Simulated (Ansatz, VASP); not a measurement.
**Two plane-wave programs on GaN**

Contents of POSCAR:

```
GaN
1.0
    3.1831493621      0.0000000000      0.0000000000
   -1.5915746810      2.7566882117      0.0000000000
    0.0000000000      0.0000000000      5.1836251298
Ga N
2 2
Direct
    0.3333333333      0.6666666667     -0.0008868124
    0.6666666667      0.3333333333      0.4991131876
    0.3333333333      0.6666666667      0.3758868124
    0.6666666667      0.3333333333      0.8758868124
```

INCAR.step1

```
PREC     = Accurate       # precision mode
ENCUT    = 520            # plane-wave cutoff, eV
ISMEAR   = 0              # smearing method
SIGMA    = 0.01           # smearing width, eV
LREAL    = False          # projectors in reciprocal space
LASPH    = True           # aspherical terms in the spheres
NELM     = 100            # most SCF steps
NBANDS   = 26             # bands
GGA      = PE             # functional
ALGO     = Normal         # electronic algorithm
EDIFF    = 1E-4           # SCF threshold, eV
LWAVE    = True           # write WAVECAR
LCHARG   = False          # write CHGCAR
```

INCAR.step2

```
PREC     = Accurate       # precision mode
ENCUT    = 520            # plane-wave cutoff, eV
EDIFF    = 1E-7           # SCF threshold, eV
ISMEAR   = 0              # smearing method
SIGMA    = 0.01           # smearing width, eV
LREAL    = False          # projectors in reciprocal space
LASPH    = True           # aspherical terms in the spheres
NELM     = 100            # most SCF steps
ALGO     = Normal         # electronic algorithm
ISIF     = 2              # what is computed and relaxed
LWAVE    = False          # write WAVECAR
LCHARG   = True           # write CHGCAR
METAGGA  = R2SCAN         # meta-GGA
LMIXTAU  = True         
LELF     = True           # ELF
LVHAR    = True         
NBANDS   = 26             # bands
ISTART   = 1
```

The input KPOINTS:

```
Automatic mesh
0
Gamma
  12 12 6
```

Input for Ansatz:

```yaml
crystal:
  lattice:
    - [3.1831493621, 0.0, 0.0]
    - [-1.591574681, 2.7566882117, 0.0]
    - [0.0, 0.0, 5.1836251298]
  atoms:
    - { symbol: Ga, position: [0.3333333333, 0.6666666667, -0.0008868124] }
    - { symbol: Ga, position: [0.6666666667, 0.3333333333, 0.4991131876] }
    - { symbol: "N", position: [0.3333333333, 0.6666666667, 0.3758868124] }
    - { symbol: "N", position: [0.6666666667, 0.3333333333, 0.8758868124] }
kpoints:
  mp_grid: { grid: [12, 12, 6] }
  band_path:
    path:
      - [0.0, 0.0, 0.0]
      - [0.5, 0.0, 0.0]
      - [0.3333333333, 0.3333333333, 0.0]
      - [0.0, 0.0, 0.5]
      - [0.5, 0.0, 0.5]
      - [0.3333333333, 0.3333333333, 0.5]
    npoints: 1
hamiltonian:
  xc: r2scan
scf:
  occupations: { method: fixed }
  n_extra_bands: 5
output:
  forces: true
  stress: true
  eigenvalues: true
```

The cell was built by a generator and needn't be a form met in nature.

Alike in both runs: task single point; functional r2SCAN; k mesh 12 × 12 × 6; no spin polarisation.

|  | VASP | Ansatz |
| --- | --- | --- |
| version | VASP 6.6.1 | Ansatz 0.2.0 |
| potentials or method | VASP PAW PBE potentials, release 64 (Ga_d, N) | plane waves, PAW |
| plane-wave cutoff (eV) | 520 | 500 |
| occupations | gaussian, width 0.01 eV | fixed |
| valence electrons in the cell | 36 | 36 |

```csv
,VASP,Ansatz,Ansatz less VASP
gap on the k mesh at the Fermi level (eV),2.34,2.35,+0.007
pressure (GPa),1.1,0.0,-1.09
largest component of the traceless stress (GPa),0.08,0.01,-0.074
```

Caveats: the PAW data sets were made with another functional, which shifts forces and pressure a little (VASP). r2SCAN opens gaps a little over a GGA but as a rule still falls short of measured ones.
